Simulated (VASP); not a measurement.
Runs of VASP 6.6.1 on MoS2. The cell holds a slab with vacuum, 6 atoms: a = 3.151 Å, b = 3.151 Å, c = 27.292 Å, α = 90.00°, β = 90.00°, γ = 120.00°. 

```csv
task,level,spin,cell,cutoff (eV),dipole correction,gap on the mesh (eV),largest force (eV/Å)
band structure,PBE+D3(BJ),"SOC, no magnetisation",as given,520,yes,-,0.01
band structure,r2SCAN,off,as given,520,yes,1.35,(a)
band structure,PBE+D3(BJ),off,as given,520,yes,1.23,-
relaxation of cell and atoms,PBE+D3(BJ),off,relaxed,600,-,1.23,-
```

Alike in all rows: potentials or basis VASP PAW PBE potentials, release 64 (S, Mo_sv); k mesh 12 × 12 × 1; smearing gaussian 0.03 eV.

Q: Fill in the values left out.

A: (a) 0.19.

Caveats: the PAW data sets were made with another functional, which shifts forces and pressure a little (some runs).

A k mesh can miss the band edges, and rows without SOC leave out spin-orbit coupling on Mo.
